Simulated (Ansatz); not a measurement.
# Sn: energy and pressure over a range of volumes

How stiff is Sn, and at what volume does the pressure vanish? The cell is scaled evenly, atoms carried along, and solved with LAPW, PAW and all-electron datasets made for the crystal.

Program: Ansatz 0.2.0. Level of theory: DFT LDA, scalar-relativistic. These are calculated values, not measurements.

## 1. The system as given

Symmetry: Immm, No. 71, orthorhombic system. Conventional cell: a = 3.382 Å, b = 3.909 Å, c = 4.216 Å, α = 90.00°, β = 90.00°, γ = 90.00°. Around Sn (site symmetry mmm) lie 10 Sn at 3.34 to 3.38 Å.

Coordinates:

```
Sn
1.0
    -1.69122    1.95466    2.10787
     1.69122   -1.95466    2.10787
     1.69122    1.95466   -2.10787
Sn
1
Cartesian
  0.0000 0.0000 0.0000
```

Structure from a Materials Project entry, not relaxed further.

## 2. Volume × 0.9405, LAPW

The input, input.yaml:

```yaml
crystal:
  lattice:
    - [-1.6569893071, 1.9150981989, 2.0652062125]
    - [1.6569893071, -1.9150981989, 2.0652062125]
    - [1.6569893071, 1.9150981989, -2.0652062125]
  atoms:
    - { symbol: Sn, position: [0.0, 0.0, 0.0] }
kpoints:
  mp_grid: { grid: [13, 13, 13] }
scf:
  occupations: { method: fermi_dirac, width: 0.08 }
hamiltonian:
  xc: lda
  pseudopotentials: { kind: all_electron, lapw: { basis_error: 0.00025 } }
output:
  forces: true
  stress: true
  eigenvalues: true
```

Launch:

```sh
ansatz run input.yaml --threads 1 --pin off --max-ram 2048MiB --backend cpu --events-out ev --progress --plain --runs-dir out
```

## 3. Volume × 0.9405, PAW

input.yaml: that of step 2 with these lines changed.

```diff
@@ -13,3 +13,3 @@
   xc: lda
-  pseudopotentials: { kind: all_electron, lapw: { basis_error: 0.00025 } }
+  pseudopotentials: { kind: paw }
 output:
@@ -18 +18,2 @@
   eigenvalues: true
+  efg: { contact_densities: true }
```

## 4. Volume × 0.9405, crystal datasets

input.yaml: that of step 3 with these lines changed.

```diff
@@ -13,3 +13,3 @@
   xc: lda
-  pseudopotentials: { kind: paw }
+  pseudopotentials: { kind: all_electron, datasets: crystal }
 output:
```

## 5. Volume × 0.97, LAPW

The input, input.yaml:

```yaml
crystal:
  lattice:
    - [-1.6741358017, 1.9349155995, 2.086576928]
    - [1.6741358017, -1.9349155995, 2.086576928]
    - [1.6741358017, 1.9349155995, -2.086576928]
  atoms:
    - { symbol: Sn, position: [0.0, 0.0, 0.0] }
kpoints:
  mp_grid: { grid: [13, 13, 13] }
scf:
  occupations: { method: fermi_dirac, width: 0.08 }
hamiltonian:
  xc: lda
  pseudopotentials: { kind: all_electron, lapw: { basis_error: 0.00025 } }
output:
  forces: true
  stress: true
  eigenvalues: true
```

## 6. Volume × 0.97, PAW

input.yaml: that of step 5 with these lines changed.

```diff
@@ -13,3 +13,3 @@
   xc: lda
-  pseudopotentials: { kind: all_electron, lapw: { basis_error: 0.00025 } }
+  pseudopotentials: { kind: paw }
 output:
@@ -18 +18,6 @@
   eigenvalues: true
+  efg: { contact_densities: true }
+  write_density: true
+  write_potential: true
+  elf: true
+  volumetric_format: npy
```

## 7. Volume × 1.03, LAPW

The input, input.yaml:

```yaml
crystal:
  lattice:
    - [-1.7079658415, 1.9740153379, 2.1287413574]
    - [1.7079658415, -1.9740153379, 2.1287413574]
    - [1.7079658415, 1.9740153379, -2.1287413574]
  atoms:
    - { symbol: Sn, position: [0.0, 0.0, 0.0] }
kpoints:
  mp_grid: { grid: [13, 13, 13] }
scf:
  occupations: { method: fermi_dirac, width: 0.08 }
hamiltonian:
  xc: lda
  pseudopotentials: { kind: all_electron, lapw: { basis_error: 0.00025 } }
output:
  forces: true
  stress: true
  eigenvalues: true
```

## 8. Volume × 1.03, PAW

input.yaml: that of step 7 with these lines changed.

```diff
@@ -13,3 +13,3 @@
   xc: lda
-  pseudopotentials: { kind: all_electron, lapw: { basis_error: 0.00025 } }
+  pseudopotentials: { kind: paw }
 output:
@@ -18 +18,2 @@
   eigenvalues: true
+  efg: { contact_densities: true }
```

## 9. Volume × 1.06, LAPW

The input, input.yaml:

```yaml
crystal:
  lattice:
    - [-1.7243895975, 1.9929974191, 2.14921128]
    - [1.7243895975, -1.9929974191, 2.14921128]
    - [1.7243895975, 1.9929974191, -2.14921128]
  atoms:
    - { symbol: Sn, position: [0.0, 0.0, 0.0] }
kpoints:
  mp_grid: { grid: [13, 13, 13] }
scf:
  occupations: { method: fermi_dirac, width: 0.08 }
hamiltonian:
  xc: lda
  pseudopotentials: { kind: all_electron, lapw: { basis_error: 0.00025 } }
output:
  forces: true
  stress: true
  eigenvalues: true
```

## 10. Volume × 1.06, PAW

input.yaml: that of step 9 with these lines changed.

```diff
@@ -13,3 +13,3 @@
   xc: lda
-  pseudopotentials: { kind: all_electron, lapw: { basis_error: 0.00025 } }
+  pseudopotentials: { kind: paw }
 output:
@@ -18 +18,6 @@
   eigenvalues: true
+  efg: { contact_densities: true }
+  write_density: true
+  write_potential: true
+  elf: true
+  volumetric_format: npy
```

## 11. Volume × 1.06, crystal datasets

input.yaml: that of step 10 with these lines changed.

```diff
@@ -13,3 +13,3 @@
   xc: lda
-  pseudopotentials: { kind: paw }
+  pseudopotentials: { kind: all_electron, datasets: crystal }
 output:
@@ -19,5 +19 @@
   efg: { contact_densities: true }
-  write_density: true
-  write_potential: true
-  elf: true
-  volumetric_format: npy
```

(Steps that only read results are left out.)

What does the calculation give?

The runs gave:

| quantity | value |
| --- | --- |
| pressure at 26.21 Å³/atom (LAPW) | -1.01 GPa |
| pressure at 29.54 Å³/atom (LAPW) | -5.85 GPa |

What this shows: Over this range the mean stiffness −dP/dlnV is 40 GPa by LAPW; the pressure keeps one sign, so equilibrium lies outside the range. No thermal or zero-point expansion is included.
